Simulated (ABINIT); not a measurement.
# W (P-1) in ABINIT: convergence with pawecutdg

Aim: find how far pawecutdg must go before the results for W settle, at PBE. This setting moves, with any that are tied to it; all else stays.

Everything below comes from runs of ABINIT 10.8.3 (patched build). Logs are shortened: lines on timing, memory, paths and dates and some standing lists are left out, and cuts for length are marked. The log counts tension as positive stress, the text compression.

**1. The cell of the first run**

The typed cell holds 1 atom: a = 2.857 Å, b = 2.873 Å, c = 2.890 Å, α = 59.90°, β = 60.38°, γ = 59.41°.

This isn't the form of W at room conditions, which is bcc.

The cell isn't the ideal one: cell strained at random at fixed volume.

**2. With pawecutdg 16.5**

Input file run.abi:

```
pp_dirpath "./"
pseudos "W.GGA_PBE-JTH.xml"

acell 3*1.0
rprim
     0.0225312046     3.7950009158     3.8396627030
     3.8355960124     0.0209079298     3.8412859778
     3.8817733600     3.8428034279    -0.0252713075
ntypat 1
znucl 74
natom 1
typat 1
xred
    -0.0067530000    -0.0087400000     0.0141000000
chkprim 0
chksymtnons 0
tolsym 1.0e-6

ecut 16.0
pawecutdg 16.5
pawxcdev 0

kptopt 1
ngkpt 11 11 11
nshiftk 1
shiftk 0.0 0.0 0.0

ixc 11

nband 11
occopt 6
tsmear 0.00183747

nstep 100
tolvrs 1.0e-9

iomode 3
prtwf 0
prtden 0
prteig 0
prtebands 0
enunit 1
```

Potentials or basis: JTH PAW PBE v2.0.

On the command line:

```console
$ abinit run.abi > log 2>&1
```

Run time: 44 s. Hardware: 1 thread of Arm Neoverse V2, shared host; peak memory 0.18 GiB.

It converged, with:

```
Free energy                                           : -1877.9989 eV
Pressure                                              : -5.7 GPa
Band gap on the k mesh                                : none (metal or under the smearing width)
Valence electrons inside the program's atomic spheres : W 11.65 (radii [1.2763] Å)
```

**3. With pawecutdg 19.2**

run.abi: that of step 2 with these lines changed.

```diff
@@ -19,3 +19,3 @@
 ecut 16.0
-pawecutdg 16.5
+pawecutdg 19.2
 pawxcdev 0
```

Potentials or basis: JTH PAW PBE v2.0.

On the command line:

```console
$ abinit run.abi > log 2>&1
```

It took 48 s on 1 thread of Arm Neoverse V2, shared host; peak memory 0.18 GiB.

Results (log left out):

```
Free energy                                           : -1877.9983 eV
Pressure                                              : -5.2 GPa
Band gap on the k mesh                                : none (metal or under the smearing width)
Valence electrons inside the program's atomic spheres : W 11.65 (radii [1.2763] Å)
```

**4. With pawecutdg 24**

run.abi: that of step 3 with these lines changed.

```diff
@@ -19,3 +19,3 @@
 ecut 16.0
-pawecutdg 19.2
+pawecutdg 24.0
 pawxcdev 0
```

On the command line:

```console
$ abinit run.abi > log 2>&1
```

Run time: 48 s. Hardware: 1 thread of Arm Neoverse V2, shared host; peak memory 0.18 GiB.

It converged, with:

| Item | Value |
| --- | --- |
| Free energy | -1877.9966 eV |
| Pressure | -5.6 GPa |
| Band gap on the k mesh | none (metal or under the smearing width) |
| Valence electrons inside the program's atomic spheres | W 11.65 (radii [1.2763] Å) |

**5. With pawecutdg 28.8**

run.abi: that of step 4 with these lines changed.

```diff
@@ -19,3 +19,3 @@
 ecut 16.0
-pawecutdg 24.0
+pawecutdg 28.8
 pawxcdev 0
```

On the command line:

```console
$ abinit run.abi > log 2>&1
```

Run time: 52 s. Hardware: 1 thread of Arm Neoverse V2, shared host; peak memory 0.18 GiB.

The run converged. Its results:

| Property | Result |
| --- | --- |
| Free energy | -1877.9969 eV |
| Pressure | -5.4 GPa |
| Band gap on the k mesh | none (metal or under the smearing width) |
| Valence electrons inside the program's atomic spheres | W 11.65 (radii [1.2763] Å) |

**6. With pawecutdg 35.2**

run.abi: that of step 5 with these lines changed.

```diff
@@ -19,3 +19,3 @@
 ecut 16.0
-pawecutdg 28.8
+pawecutdg 35.2
 pawxcdev 0
```

Potentials or basis: JTH PAW PBE v2.0.

On the command line:

```console
$ abinit run.abi > log 2>&1
```

Run time: 52 s. Hardware: 1 thread of Arm Neoverse V2, shared host; peak memory 0.18 GiB.

It converged, with:

```yaml
Free_energy: -1877.9971 eV
Pressure: -5.5 GPa
Band_gap_on_the_k_mesh: none (metal or under the smearing width)
Valence_electrons_inside_the_program's_atomic_spheres: W 11.65 (radii [1.2763] Å)
```

**7. With pawecutdg 43.2**

run.abi: that of step 6 with these lines changed.

```diff
@@ -19,3 +19,3 @@
 ecut 16.0
-pawecutdg 35.2
+pawecutdg 43.2
 pawxcdev 0
```

On the command line:

```console
$ abinit run.abi > log 2>&1
```

Run time: 52 s. Hardware: 1 thread of Arm Neoverse V2, shared host; peak memory 0.19 GiB.

It converged, with:

- Free energy: -1877.9965 eV
- Pressure: -5.5 GPa
- Band gap on the k mesh: none (metal or under the smearing width)
- Valence electrons inside the program's atomic spheres: W 11.65 (radii [1.2763] Å)

**8. With pawecutdg 52.8**

run.abi: that of step 7 with these lines changed.

```diff
@@ -19,3 +19,3 @@
 ecut 16.0
-pawecutdg 43.2
+pawecutdg 52.8
 pawxcdev 0
```

Potentials or basis: JTH PAW PBE v2.0.

On the command line:

```console
$ abinit run.abi > log 2>&1
```

run.abo:

```text
.Version 10.8.3 of ABINIT
 Symmetries : space group P-1 (#  2); Bravais aP (primitive triclinic)
================================================================================
 Values of the parameters that define the memory need of the present run
     intxc =       0    ionmov =       0      iscf =      17    lmnmax =      18
     lnmax =       6     mgfft =      20  mpssoang =       3    mqgrid =    3001
     natom =       1  nloc_mem =       2    nspden =       1   nspinor =       1
    nsppol =       1      nsym =       2    n1xccc =       1    ntypat =       1
    occopt =       6   xclevel =       2
       mpw =         354          nfft =        8000          nkpt =         666
 PAW method is used; the additional fine FFT grid is defined by:
   mgfftf=        36    nfftf =     46656
================================================================================
================================================================================

--------------------------------------------------------------------------------
------------- Echo of variables that govern the present computation ------------
--------------------------------------------------------------------------------
 -outvars: echo values of preprocessed input variables --------
            acell      1.0000000000E+00  1.0000000000E+00  1.0000000000E+00 Bohr
              amu      1.83850000E+02
          chkprim           0
      chksymtnons           0
             ecut      1.60000000E+01 Hartree
           enunit           1
                       outvar_i_n : Printing only first  50 k-points.
              ixc          11
                       outvar_i_n : Printing only first  50 k-points.
         kptrlatt       11    0    0      0   11    0      0    0   11
          kptrlen      5.90150192E+01
            natom           1
            nband          11
            ngfft          20      20      20
          ngfftdg          36      36      36
             nkpt         666
            nstep         100
             nsym           2
           ntypat           1
                       prtocc : prtvol=0, do not print more k-points.
           occopt           6
        pawecutdg      5.28000000E+01 Hartree
         pawxcdev           0
           prtden           0
        prtebands           0
           prteig           0
            prtwf           0
            rprim      2.2531204600E-02  3.7950009158E+00  3.8396627030E+00
                       3.8355960124E+00  2.0907929800E-02  3.8412859778E+00
                       3.8817733600E+00  3.8428034279E+00 -2.5271307500E-02
          spgroup           2
           tolsym      1.00000000E-06
           tolvrs      1.00000000E-09
           tsmear      1.83747000E-03 Hartree
            typat      1
           useylm           1
                       outvars : Printing only first  50 k-points.
           xangst      1.1143277173E-02  1.5014425346E-02 -3.1675704905E-02
            xcart      2.1057742003E-02  2.8373151843E-02 -5.9858407115E-02
             xred     -6.7530000000E-03 -8.7400000000E-03  1.4100000000E-02
            znucl       74.00000

================================================================================

 chkinp: Checking input parameters for consistency.

================================================================================
== DATASET  1 ==================================================================

--- !DatasetInfo
iteration_state: {dtset: 1, }
dimensions: {natom: 1, nkpt: 666, mband: 11, nsppol: 1, nspinor: 1, nspden: 1, mpw: 354, }
cutoff_energies: {ecut:  16.0, pawecutdg:  52.8, }
electrons: {nelect:   1.40000000E+01, charge:   0.00000000E+00, occopt:   6.00000000E+00, tsmear:   1.83747000E-03, }
meta: {optdriver: 0, ionmov: 0, optcell: 0, iscf: 17, paral_kgb: 0, }
...

 Exchange-correlation functional for the present dataset will be:
  GGA: Perdew-Burke-Ernzerhof functional - ixc=11
  J.P.Perdew, K.Burke, M.Ernzerhof, PRL 77, 3865 (1996)

[... 51 lines left out ...]
 At SCF step   12       nres2   =  2.39E-10 < tolvrs=  1.00E-09 =>converged.

 Cartesian components of stress tensor (hartree/bohr^3)
  sigma(1 1)=  1.68371499E-04  sigma(3 2)=  5.58357165E-05
  sigma(2 2)=  2.54622928E-04  sigma(3 1)=  2.96166631E-05
  sigma(3 3)=  1.36812078E-04  sigma(2 1)= -8.85039446E-05

--- !ResultsGS
iteration_state: {dtset: 1, }
comment   : Summary of ground state results
lattice_vectors:
- [  0.0225312,   3.7950009,   3.8396627, ]
- [  3.8355960,   0.0209079,   3.8412860, ]
- [  3.8817734,   3.8428034,  -0.0252713, ]
lattice_lengths: [   5.39866,    5.42842,    5.46223, ]
lattice_angles: [ 59.896,  60.382,  59.407, ] # degrees, (23, 13, 12)
lattice_volume:   1.1290537E+02
convergence: {deltae: -2.392E-11, res2:  2.386E-10, residm:  1.240E-04, diffor: null, }
etotal    :  -6.90151051E+01
entropy   :   0.00000000E+00
fermie    :   3.19523355E-01
cartesian_stress_tensor: # hartree/bohr^3
- [  1.68371499E-04,  -8.85039446E-05,   2.96166631E-05, ]
- [ -8.85039446E-05,   2.54622928E-04,   5.58357165E-05, ]
- [  2.96166631E-05,   5.58357165E-05,   1.36812078E-04, ]
pressure_GPa:  -5.4900E+00
xred      :
- [ -6.7530E-03,  -8.7400E-03,   1.4100E-02,  W]
cartesian_forces: # hartree/bohr
- [ -0.00000000E+00,  -0.00000000E+00,  -0.00000000E+00, ]
force_length_stats: {min:   0.00000000E+00, max:   0.00000000E+00, mean:   0.00000000E+00, }
...

 Integrated electronic density in atomic spheres:
 ------------------------------------------------
 Atom  Sphere_radius  Integrated_density
    1        2.41189         11.65409993

================================================================================

 ----iterations are completed or convergence reached----

 Mean square residual over all n,k,spin=   38.918E-09; max=  12.397E-05
 reduced coordinates (array xred) for    1 atoms
      -0.006753000000     -0.008740000000      0.014100000000
 rms dE/dt=  0.0000E+00; max dE/dt=  0.0000E+00; dE/dt below (all hartree)
    1       0.000000000000      0.000000000000      0.000000000000

 cartesian coordinates (angstrom) at end:
    1      0.01114327717348     0.01501442534638    -0.03167570490477

 cartesian forces (hartree/bohr) at end:
    1     -0.00000000000000    -0.00000000000000    -0.00000000000000
 frms,max,avg= 0.0000000E+00 0.0000000E+00   0.000E+00  0.000E+00  0.000E+00 h/b

 cartesian forces (eV/Angstrom) at end:
    1     -0.00000000000000    -0.00000000000000    -0.00000000000000
 frms,max,avg= 0.0000000E+00 0.0000000E+00   0.000E+00  0.000E+00  0.000E+00 e/A
 length scales=  1.000000000000  1.000000000000  1.000000000000 bohr
              =  0.529177210544  0.529177210544  0.529177210544 angstroms
 Fermi (or HOMO) energy (eV) =   8.69467   Average Vxc (eV)= -12.99923
 Eigenvalues (   eV  ) for nkpt= 666  k points:
 kpt#   1, nband= 11, wtk=  0.00075, kpt=  0.0000  0.0000  0.0000 (reduced coord)
 -65.05080  -28.72601  -28.69590  -28.66906   -0.22450    7.95686    8.13197    8.35083
  11.08841   11.30023   21.66972
 prteigrs : prtvol=0 or 1, do not print more k-points.

--- !EnergyTerms
iteration_state     : {dtset: 1, }
comment             : Components of total free energy in Hartree
kinetic             :  6.74541221811613E+00
hartree             :  1.04399296140611E+01
xc                  : -7.63509894360987E+00
Ewald energy        : -5.85609309410849E+01
psp_core            :  5.83688359001135E+00
local_psp           : -2.92933110433521E+01
PAW spherical_terms :  3.45199979084303E+00
internal            : -6.90151157150153E+01
'-kT*entropy'       :  3.13379027977547E-06
total_energy        : -6.90151125812250E+01
total_energy_eV     : -1.87799688525758E+03
...

--- !EnergyTermsDC
iteration_state     : {dtset: 1, }
comment             : '"Double-counting" decomposition of free energy'
band_energy         : -9.88420036075305E+00
Ewald energy        : -5.85609309410849E+01
psp_core            :  5.83688359001135E+00
xc_dc               : -1.38656068018813E+01
PAW spherical_terms :  7.45874624612614E+00
internal            : -6.90151082675818E+01
'-kT*entropy'       :  3.13379027977547E-06
total_energy_dc     : -6.90151051337915E+01
total_energy_dc_eV  : -1.87799668260259E+03
...

--- !EnergyTermsWithPAWCore
iteration_state     : {dtset: 1, }
comment             : 'Components of total free energy, including PAW core contributions'
Total energy        : -1.61429144339913E+04
Total energy DC     : -1.61429144265439E+04
Total energy (eV)   : -4.39271079799160E+05
Total energy DC (eV): -4.39271079596505E+05
...

 Cartesian components of stress tensor (hartree/bohr^3)
  sigma(1 1)=  1.68371499E-04  sigma(3 2)=  5.58357165E-05
  sigma(2 2)=  2.54622928E-04  sigma(3 1)=  2.96166631E-05
  sigma(3 3)=  1.36812078E-04  sigma(2 1)= -8.85039446E-05

-Cartesian components of stress tensor (GPa)         [Pressure= -5.4900E+00 GPa]
- sigma(1 1)=  4.95366054E+00  sigma(3 2)=  1.64274350E+00
- sigma(2 2)=  7.49126517E+00  sigma(3 1)=  8.71352312E-01
- sigma(3 3)=  4.02515031E+00  sigma(2 1)= -2.60387595E+00

== END DATASET(S) ==============================================================
================================================================================

 -outvars: echo values of variables after computation  --------
            acell      1.0000000000E+00  1.0000000000E+00  1.0000000000E+00 Bohr
           etotal     -6.9015105134E+01
            fcart     -0.0000000000E+00 -0.0000000000E+00 -0.0000000000E+00
            rprim      2.2531204600E-02  3.7950009158E+00  3.8396627030E+00
                       3.8355960124E+00  2.0907929800E-02  3.8412859778E+00
                       3.8817733600E+00  3.8428034279E+00 -2.5271307500E-02
           strten      1.6837149938E-04  2.5462292763E-04  1.3681207813E-04
                       5.5835716510E-05  2.9616663110E-05 -8.8503944616E-05
           xangst      1.1143277173E-02  1.5014425346E-02 -3.1675704905E-02
             xred     -6.7530000000E-03 -8.7400000000E-03  1.4100000000E-02
 Calculation completed.
```

It took 52 s on 1 thread of Arm Neoverse V2, shared host; peak memory 0.19 GiB.

What came out:

* Free energy: -1877.9967 eV
* Pressure: -5.5 GPa
* Band gap on the k mesh: none (metal or under the smearing width)
* Valence electrons inside the program's atomic spheres: W 11.65 (radii [1.2763] Å)

**9. Summary**

| pawecutdg | energy less the tightest run (meV/atom) | pressure (GPa) | SCF cycles | CPU time (s) | peak memory (GiB) |
| --- | --- | --- | --- | --- | --- |
| 16.5 | -2.21 | -5.68 | 10 | 44 | 0.18 |
| 19.2 | -1.58 | -5.19 | 11 | 48 | 0.18 |
| 24 | 0.07 | -5.64 | 11 | 48 | 0.18 |
| 28.8 | -0.17 | -5.41 | 12 | 52 | 0.18 |
| 35.2 | -0.45 | -5.53 | 12 | 52 | 0.18 |
| 43.2 | 0.14 | -5.52 | 12 | 52 | 0.19 |
| 52.8 | 0.00 | -5.49 | 12 | 52 | 0.19 |

Against the tightest run, the energy stays within 1 meV/atom from 24 on; the pressure stays within 0.1 GPa from 28.8 on. The tightest run that finished is the yardstick and may itself not be fully converged.
